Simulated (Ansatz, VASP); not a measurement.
# TiC: VASP beside Ansatz

INCAR

```
SYSTEM = TiC
PREC = Accurate ; ENCUT = 520
EDIFF = 1E-6 ; ISMEAR = 0
SIGMA = 0.15 ; LREAL = .False.
LASPH = .True. ; NELM = 100
ALGO = Normal ; ISIF = 2
LWAVE = .False. ; LCHARG = .False.
GGA = PS ; NBANDS = 15
```

Contents of KPOINTS:

```
Automatic mesh
0
Gamma
  18 18 18
  0 0 0
```

The input POSCAR:

```
TiC
1.0
    0.0000000000      2.1640000000      2.1640000000
    2.1640000000      0.0000000000      2.1640000000
    2.1640000000      2.1640000000      0.0000000000
Ti C
1 1
Direct
    0.0000000000      0.0000000000      0.0000000000
    0.5000000000      0.5000000000      0.5000000000
```

Input for Ansatz:

```yaml
crystal:
  lattice:
    - [0.0, 2.164, 2.164]
    - [2.164, 0.0, 2.164]
    - [2.164, 2.164, 0.0]
  atoms:
    - { symbol: Ti, position: [0.0, 0.0, 0.0] }
    - { symbol: C, position: [0.5, 0.5, 0.5] }
basis:
  ecutwfc: 420
kpoints:
  mp_grid: { grid: [18, 18, 18] }
hamiltonian:
  xc: pbesol
scf:
  occupations: { method: gaussian, width: 0.15 }
output:
  forces: true
  stress: true
  eigenvalues: true
```

Alike in both runs: task single point; functional PBEsol; k mesh 18 × 18 × 18; occupations gaussian, width 0.15 eV; no spin polarisation.

```csv
,VASP,Ansatz
version,VASP 6.6.1,Ansatz 0.2.0
potentials or method,"VASP PAW PBE potentials, release 64 (Ti_sv, C)","scalar-relativistic, plane waves, PAW"
plane-wave cutoff (eV),520,420
valence electrons in the cell,16,16
```

|  | VASP | Ansatz | Ansatz less VASP |
| --- | --- | --- | --- |
| gap on the k mesh at the Fermi level (eV) | none | none | - |
| pressure (GPa) | -5.9 | -6.1 | -0.25 |

A gap of «none» marks a metal or a gap that the smearing closes.

Caveats: the PAW data sets were made with another functional, which shifts forces and pressure a little (VASP).
